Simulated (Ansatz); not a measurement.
# MoS2 (R3m): one cell, many starting occupations (series 2), part 2 of 2

Task: map the metastable states of MoS2 (R3m) by varying the start. Cell and atoms stay fixed.

Ansatz 0.2.0; DFT LDA+U (U = 4 eV, J = 0.5 eV on Mo d), plane waves, PAW. Earlier steps stand in the parts before.

**4. Random orbitals: single harmonics, first filling**

The input, input.yaml:

```yaml
crystal:
  lattice:
    - [1.58149989, 0.91307939, 6.12332821]
    - [-1.58149989, 0.91307939, 6.12332821]
    - [0.0, -1.82615878, 6.12332821]
  atoms:
    - { symbol: Mo, position: [0.0, 0.0, 0.0], spin: 2.0 }
    - { symbol: S, position: [0.7484, 0.7484, 0.7484] }
    - { symbol: S, position: [0.5849, 0.5849, 0.5849] }
basis:
  ecutwfc: 420
  ecutrho_ratio: 4
kpoints:
  mp_grid: { grid: [7, 7, 7] }
hamiltonian:
  xc: lda
  hubbard:
    sites:
      - { site: 0, l: d, u: 4.0, j: 0.5, starting_ns: [{ spin: up, occupation_matrix: s0up }, { spin: down, occupation_matrix: s0down }] }
    occupation_matrices:
      s0up:
        matrix:
          - [0.97, 0.0, 0.0, 0.0, 0.0]
          - [0.0, 0.97, 0.0, 0.0, 0.0]
          - [0.0, 0.0, 0.02, 0.0, 0.0]
          - [0.0, 0.0, 0.0, 0.02, 0.0]
          - [0.0, 0.0, 0.0, 0.0, 0.02]
      s0down:
        matrix:
          - [0.02, 0.0, 0.0, 0.0, 0.0]
          - [0.0, 0.02, 0.0, 0.0, 0.0]
          - [0.0, 0.0, 0.02, 0.0, 0.0]
          - [0.0, 0.0, 0.0, 0.02, 0.0]
          - [0.0, 0.0, 0.0, 0.0, 0.02]
    ns_hold: { iters: 12 }
scf:
  occupations: { method: gaussian, width: 0.05 }
  lower_state_search: "off"
  max_iter: 150
output:
  forces: true
  stress: true
  eigenvalues: true
  populations: true
  hubbard: { sites: [{ site: 0, l: d }] }
magnetization:
  spin_polarized: true
```

The typed matrices put 0.97 on the chosen orbitals and 0.02 on the others, and are held for 12 cycles.

On the command line:

```bash
$ ansatz run input.yaml --threads 2 --pin off --max-ram 3072MiB --backend cpu --events-out ev --progress --plain --runs-dir out
```

Standard output, cut to the lines that bear on the results:

```text
Warning: crystal.symmetry: narrowed to the stabiliser of the occupation matrices — unitary ops 6 → 2; lowered by the specified shell (site 0, l: d); largest admitted image defect 4.4e-16, smallest excluded 7.1e-1 — at a splitting's scale: the group the occupation matrices' own texture admits
Warning: RAYON_NUM_THREADS=2 ignored (pool sized by the plan → 2); use --threads N
[...]
Mo: projections on atomic orbitals take those of the free atom [Ar 3d10] 4s2 4p6 4d5 5s1, of charge +0.00 (hamiltonian.pseudopotentials.projection_atoms); the dataset's partial waves leave at most 6.0e-6 of an orbital's norm unspanned inside its sphere
S: projections on atomic orbitals take those of the free atom [Ne] 3s2 3p4, of charge +0.00 (hamiltonian.pseudopotentials.projection_atoms); the dataset's partial waves leave at most 1.6e-7 of an orbital's norm unspanned inside its sphere
[...]
Pseudopotentials: kind: paw
Pseudopotential: Mo, paw, valence charge 14, recommended cutoff 420 eV (normal), Mo.paw.azcp
Pseudopotential: S, paw, valence charge 6, recommended cutoff 420 eV (normal), S.paw.azcp
Functional definition: SPW92
[...]
Crystal: 3 atoms, lattice volume = 53.054 Å³
Basis set: ecut = 420 eV, 1011 PW (Γ), FFT grids on a1−a3, a2−a3, a3
[...]
WARN: the starting moments were not kept: the SCF closed with an absolute magnetisation of 3.8e-6 μB, where they sum to 2 μB in size (1 site). That is at most 0.1 of that sum. Measured as dr2_m measures the in/out step, that magnetisation stands 5.1e-12 eV from none, at or under the [...]
WARN: hamiltonian.hubbard: on 2 of 2 specified blocks the occupation matrix of this SCF's result fails the test of the specified filling. At site 0 ↑ (sites count from 0 in the list of atoms of the cell that this SCF solves) the least filled combination of the orbitals specified full has [...]
--- Stress (GPa, compression-positive) ---
       -1.082169       0.000000       0.000000
        0.000000      -1.082187       0.000005
        0.000000       0.000005       6.083970
  P = ⅓ Tr σ = 1.3065 GPa (13.065 kbar)
--- Band table (eV; the first three rows and the last of 200) ---
  k-point 0 ↑: bands = ["-50.5060", "-24.7307", "-24.5287", "-24.5287", "-4.3128", "-2.4473", "3.6484", "7.0732", "7.0732", "8.4257", "8.4257", "9.6026", "9.7213", "12.9499", "12.9499", "13.3985", "13.3985", "16.1634"]
[...]
Occupation matrices written to <dir>
--- Löwdin populations: 3 sites ---
  site symbol       q [e]    m [muB]
     0     Mo     13.7439     0.0000
     1      S      6.0229    -0.0000
     2      S      6.0263    -0.0000
  spilling = 0.007961 (of n_electrons = 26.000000)
--- Occupation matrices: 1 shell (run DFT+U table (all-electron-ortho-atomic); ε = 2.69e-4) ---
  Mo0 d_4D: site group C3v (3m)
  Mo0 d_4D up     Tr n = 2.6229  λ = 0.474 0.474 0.534 0.534 0.607  [2× xz 0.50 E(1.00) | 2× x2-y2 0.50 E(1.00) | z2 1.00 A1(1.00)]
  Mo0 d_4D dn     Tr n = 2.6229  λ = 0.474 0.474 0.534 0.534 0.607  [2× xz 0.50 E(1.00) | 2× x2-y2 0.50 E(1.00) | z2 1.00 A1(1.00)]
  specified occupation → Mo0 d_4D up: matrix, ‖Δ‖_F = 1.0549, Tr Δ = -0.6229, displaced = 1.1708, d_λ = 0.9989; orbital distance = 1.2247
  specified occupation → Mo0 d_4D dn: matrix, ‖Δ‖_F = 1.1336, Tr Δ = -2.5229, displaced = 1.2614, d_λ = 1.1336; orbital distance = 0.0000
  Tr n, λ and their labels are of the run-group-symmetrised matrices; stabiliser: 12 of 12 elements of G0×{1,Θ} (closed), max defect 4.6e-6 at τ = 5.7e-5
```

Run time: 19 s. Hardware: 2 threads of Intel Xeon 6975P-C (Granite Rapids), shared host; peak memory 0.56 GiB.

Result: a gap on the mesh of 0.86 eV, pressure 1.3 GPa, no moment over 0.05 μB in any sphere, largest force component 0.81 eV/Å, 2 symmetry operations imposed. The program reports that the typed filling wasn't kept.

How the shells are filled (orbitals counted by the eigenvalues of the occupation matrices):

```csv
shell,channel,electrons,over 0.8,0.2 to 0.8,under 0.2
Mo 4d (atom 1),up,2.62,0,5,0
Mo 4d (atom 1),down,2.62,0,5,0
```

**5. Random orbitals: fully mixed, one electron more**

input.yaml, as its differences from that of step 4:

```diff
@@ -6,3 +6,3 @@
   atoms:
-    - { symbol: Mo, position: [0.0, 0.0, 0.0], spin: 2.0 }
+    - { symbol: Mo, position: [0.0, 0.0, 0.0], spin: 3.0 }
     - { symbol: S, position: [0.7484, 0.7484, 0.7484] }
@@ -22,7 +22,7 @@
         matrix:
-          - [0.97, 0.0, 0.0, 0.0, 0.0]
-          - [0.0, 0.97, 0.0, 0.0, 0.0]
-          - [0.0, 0.0, 0.02, 0.0, 0.0]
-          - [0.0, 0.0, 0.0, 0.02, 0.0]
-          - [0.0, 0.0, 0.0, 0.0, 0.02]
+          - [0.15789, -0.02546, -0.01041, -0.23887, 0.23274]
+          - [-0.02546, 0.89968, -0.02699, 0.16851, 0.17913]
+          - [-0.01041, -0.02699, 0.95964, 0.06443, 0.06888]
+          - [-0.23887, 0.16851, 0.06443, 0.4542, -0.36655]
+          - [0.23274, 0.17913, 0.06888, -0.36655, 0.47858]
       s0down:
```

The typed matrices are held for 12 cycles.

On the command line:

```bash
$ ansatz run input.yaml --threads 2 --pin off --max-ram 3072MiB --backend cpu --events-out ev --progress --plain --runs-dir out
```

Standard output, cut to the lines that bear on the results:

```text
Warning: crystal.symmetry: narrowed to the stabiliser of the occupation matrices — unitary ops 6 → 1; lowered by the specified shell (site 0, l: d); largest admitted image defect 4.4e-16, smallest excluded 3.0e-1 — at a splitting's scale: the group the occupation matrices' own texture admits
Warning: RAYON_NUM_THREADS=2 ignored (pool sized by the plan → 2); use --threads N
[...]
Mo: projections on atomic orbitals take those of the free atom [Ar 3d10] 4s2 4p6 4d5 5s1, of charge +0.00 (hamiltonian.pseudopotentials.projection_atoms); the dataset's partial waves leave at most 6.0e-6 of an orbital's norm unspanned inside its sphere
S: projections on atomic orbitals take those of the free atom [Ne] 3s2 3p4, of charge +0.00 (hamiltonian.pseudopotentials.projection_atoms); the dataset's partial waves leave at most 1.6e-7 of an orbital's norm unspanned inside its sphere
[...]
[... 4 set-up lines as earlier in the session ...]
[...]
Crystal: 3 atoms, lattice volume = 53.054 Å³
Basis set: ecut = 420 eV, 1011 PW (Γ), FFT grids on a1−a3, a2−a3, a3
[...]
WARN: the starting moments were not kept: the SCF closed with an absolute magnetisation of 4.7e-6 μB, where they sum to 3 μB in size (1 site). That is at most 0.1 of that sum. Measured as dr2_m measures the in/out step, that magnetisation stands 6.0e-12 eV from none, at or under the [...]
WARN: hamiltonian.hubbard: on 2 of 2 specified blocks the occupation matrix of this SCF's result fails the test of the specified filling. At site 0 ↑ (sites count from 0 in the list of atoms of the cell that this SCF solves) the least filled combination of the orbitals specified full has [...]
--- Stress (GPa, compression-positive) ---
       -1.082220      -0.000001       0.000000
       -0.000001      -1.082231       0.000005
        0.000000       0.000005       6.083957
  P = ⅓ Tr σ = 1.3065 GPa (13.065 kbar)
--- Band table (eV; the first three rows and the last of 344) ---
  k-point 0 ↑: bands = ["-50.5060", "-24.7307", "-24.5287", "-24.5287", "-4.3128", "-2.4473", "3.6484", "7.0731", "7.0731", "8.4257", "8.4257", "9.6027", "9.7213", "12.9499", "12.9499", "13.3985", "13.3985", "16.1634", "18.8781"]
[...]
Occupation matrices written to <dir>
--- Löwdin populations: 3 sites ---
  site symbol       q [e]    m [muB]
     0     Mo     13.7439    -0.0000
     1      S      6.0229     0.0000
     2      S      6.0263     0.0000
  spilling = 0.007961 (of n_electrons = 26.000000)
--- Occupation matrices: 1 shell (run DFT+U table (all-electron-ortho-atomic); ε = 2.91e-4) ---
  Mo0 d_4D: site group C3v (3m)
  Mo0 d_4D up     Tr n = 2.6229  λ = 0.474 0.474 0.534 0.534 0.607  [2× xz 0.50 E(1.00) | 2× x2-y2 0.50 E(1.00) | z2 1.00 A1(1.00)]
  Mo0 d_4D dn     Tr n = 2.6229  λ = 0.474 0.474 0.534 0.534 0.607  [2× xz 0.50 E(1.00) | 2× x2-y2 0.50 E(1.00) | z2 1.00 A1(1.00)]
  specified occupation → Mo0 d_4D up: matrix, ‖Δ‖_F = 1.1234, Tr Δ = +0.3271, displaced = 1.2502, d_λ = 0.9608; orbital distance = 1.9587
  specified occupation → Mo0 d_4D dn: matrix, ‖Δ‖_F = 1.1336, Tr Δ = -2.5229, displaced = 1.2614, d_λ = 1.1336; orbital distance = 0.0000
  Tr n, λ and their labels are of the run-group-symmetrised matrices; stabiliser: 12 of 12 elements of G0×{1,Θ} (closed), max defect 5.3e-6 at τ = 6.2e-5
```

Run time: 32 s. Hardware: 2 threads of Intel Xeon 6975P-C (Granite Rapids), shared host; peak memory 0.71 GiB.

Result: a gap on the mesh of 0.86 eV, pressure 1.3 GPa, no moment over 0.05 μB in any sphere, largest force component 0.81 eV/Å, 1 symmetry operation imposed. The program reports that the typed filling wasn't kept.

The shells' filling, with natural orbitals sorted by occupation:

```csv
shell,channel,electrons,over 0.8,0.2 to 0.8,under 0.2
Mo 4d (atom 1),up,2.62,0,5,0
Mo 4d (atom 1),down,2.62,0,5,0
```

**6. Random orbitals: drawn by pairs, second filling**

input.yaml, as its differences from that of step 5:

```diff
@@ -6,3 +6,3 @@
   atoms:
-    - { symbol: Mo, position: [0.0, 0.0, 0.0], spin: 3.0 }
+    - { symbol: Mo, position: [0.0, 0.0, 0.0], spin: 0.3 }
     - { symbol: S, position: [0.7484, 0.7484, 0.7484] }
@@ -22,7 +22,7 @@
         matrix:
-          - [0.15789, -0.02546, -0.01041, -0.23887, 0.23274]
-          - [-0.02546, 0.89968, -0.02699, 0.16851, 0.17913]
-          - [-0.01041, -0.02699, 0.95964, 0.06443, 0.06888]
-          - [-0.23887, 0.16851, 0.06443, 0.4542, -0.36655]
-          - [0.23274, 0.17913, 0.06888, -0.36655, 0.47858]
+          - [0.02, 0.0, 0.0, 0.0, 0.0]
+          - [0.0, 0.97, 0.0, 0.0, 0.0]
+          - [0.0, 0.0, 0.02, 0.0, 0.0]
+          - [0.0, 0.0, 0.0, 0.02, 0.0]
+          - [0.0, 0.0, 0.0, 0.0, 0.02]
       s0down:
@@ -32,3 +32,3 @@
           - [0.0, 0.0, 0.02, 0.0, 0.0]
-          - [0.0, 0.0, 0.0, 0.02, 0.0]
+          - [0.0, 0.0, 0.0, 0.97, 0.0]
           - [0.0, 0.0, 0.0, 0.0, 0.02]
```

The typed matrices put 0.97 on the chosen orbitals and 0.02 on the others, and are held for 12 cycles.

On the command line:

```bash
$ ansatz run input.yaml --threads 2 --pin off --max-ram 3072MiB --backend cpu --events-out ev --progress --plain --runs-dir out
```

Standard output, cut to the lines that bear on the results:

```text
Warning: crystal.symmetry: narrowed to the stabiliser of the occupation matrices — unitary ops 6 → 2; lowered by the specified shell (site 0, l: d); largest admitted image defect 4.4e-16, smallest excluded 7.1e-1 — at a splitting's scale: the group the occupation matrices' own texture admits
Warning: RAYON_NUM_THREADS=2 ignored (pool sized by the plan → 2); use --threads N
[...]
Mo: projections on atomic orbitals take those of the free atom [Ar 3d10] 4s2 4p6 4d5 5s1, of charge +0.00 (hamiltonian.pseudopotentials.projection_atoms); the dataset's partial waves leave at most 6.0e-6 of an orbital's norm unspanned inside its sphere
S: projections on atomic orbitals take those of the free atom [Ne] 3s2 3p4, of charge +0.00 (hamiltonian.pseudopotentials.projection_atoms); the dataset's partial waves leave at most 1.6e-7 of an orbital's norm unspanned inside its sphere
[...]
[... 4 set-up lines as earlier in the session ...]
[...]
Crystal: 3 atoms, lattice volume = 53.054 Å³
Basis set: ecut = 420 eV, 1011 PW (Γ), FFT grids on a1−a3, a2−a3, a3
[...]
WARN: the starting moments were not kept: the SCF closed with an absolute magnetisation of 6.9e-6 μB, where they sum to 0.3 μB in size (1 site). That is at most 0.1 of that sum. Measured as dr2_m measures the in/out step, that magnetisation stands 1.3e-11 eV from none, at or under the [...]
WARN: hamiltonian.hubbard: on 2 of 2 specified blocks the occupation matrix of this SCF's result fails the test of the specified filling. At site 0 ↑ (sites count from 0 in the list of atoms of the cell that this SCF solves) the least filled combination of the orbitals specified full has [...]
--- Stress (GPa, compression-positive) ---
       -1.082221       0.000000       0.000000
        0.000000      -1.082230       0.000005
        0.000000       0.000005       6.083951
  P = ⅓ Tr σ = 1.3065 GPa (13.065 kbar)
--- Band table (eV; the first three rows and the last of 200) ---
  k-point 0 ↑: bands = ["-50.5060", "-24.7307", "-24.5287", "-24.5287", "-4.3128", "-2.4473", "3.6484", "7.0731", "7.0732", "8.4257", "8.4257", "9.6026", "9.7213", "12.9499", "12.9499", "13.3985", "13.3985", "16.1634"]
[...]
Occupation matrices written to <dir>
--- Löwdin populations: 3 sites ---
  site symbol       q [e]    m [muB]
     0     Mo     13.7439     0.0000
     1      S      6.0229    -0.0000
     2      S      6.0263    -0.0000
  spilling = 0.007961 (of n_electrons = 26.000000)
--- Occupation matrices: 1 shell (run DFT+U table (all-electron-ortho-atomic); ε = 4.22e-4) ---
  Mo0 d_4D: site group C3v (3m)
  Mo0 d_4D up     Tr n = 2.6229  λ = 0.474 0.474 0.534 0.534 0.607  [2× xz 0.50 E(1.00) | 2× x2-y2 0.50 E(1.00) | z2 1.00 A1(1.00)]
  Mo0 d_4D dn     Tr n = 2.6229  λ = 0.474 0.474 0.534 0.534 0.607  [2× xz 0.50 E(1.00) | 2× x2-y2 0.50 E(1.00) | z2 1.00 A1(1.00)]
  specified occupation → Mo0 d_4D up: matrix, ‖Δ‖_F = 1.1514, Tr Δ = -1.5729, displaced = 1.2827, d_λ = 1.0356; orbital distance = 1.4142
  specified occupation → Mo0 d_4D dn: matrix, ‖Δ‖_F = 1.1002, Tr Δ = -1.5729, displaced = 1.2222, d_λ = 1.0356; orbital distance = 1.4142
  Tr n, λ and their labels are of the run-group-symmetrised matrices; stabiliser: 12 of 12 elements of G0×{1,Θ} (closed), max defect 7.2e-6 at τ = 9.0e-5
```

It took 24 s on 2 threads of Intel Xeon 6975P-C (Granite Rapids), shared host; peak memory 0.56 GiB.

End state: a gap on the mesh of 0.86 eV, pressure 1.3 GPa, no moment over 0.05 μB in any sphere, largest force component 0.81 eV/Å, 2 symmetry operations imposed. The program reports that the typed filling wasn't kept.

The shells' filling, with natural orbitals sorted by occupation:

```csv
shell,channel,electrons,over 0.8,0.2 to 0.8,under 0.2
Mo 4d (atom 1),up,2.62,0,5,0
Mo 4d (atom 1),down,2.62,0,5,0
```

**7. All runs side by side**

The summary covers parts 1 to 2.

Energies count from the lowest free state and have the smearing extrapolated to zero.

| start | energy (meV/atom) | gap (eV) | pressure (GPa) | largest moment (μB) | SCF cycles | time |
| --- | --- | --- | --- | --- | --- | --- |
| from atoms, default search (earlier series) | 0.0 | 0.86 | 1.3 | 0.00 | 18 | 6.4 s |
| random orbitals: fully mixed, one electron more | 0.0 | 0.86 | 1.3 | 0.00 | 29 | 32 s |
| random orbitals: fully mixed, first filling | 0.0 | 0.86 | 1.3 | 0.00 | 19 | 20 s |
| random orbitals: drawn by pairs, second filling | 0.0 | 0.86 | 1.3 | 0.00 | 35 | 24 s |
| random orbitals: single harmonics, second filling | 0.0 | 0.86 | 1.3 | 0.00 | 21 | 12 s |
| random orbitals: single harmonics, first filling | 0.0 | 0.86 | 1.3 | 0.00 | 29 | 19 s |

The 6 free runs end within about 1 meV/atom of each other. The run with the program's default settings reaches the lowest one found. The lowest state found need not be the ground state, and the geometry wasn't relaxed for any of them.
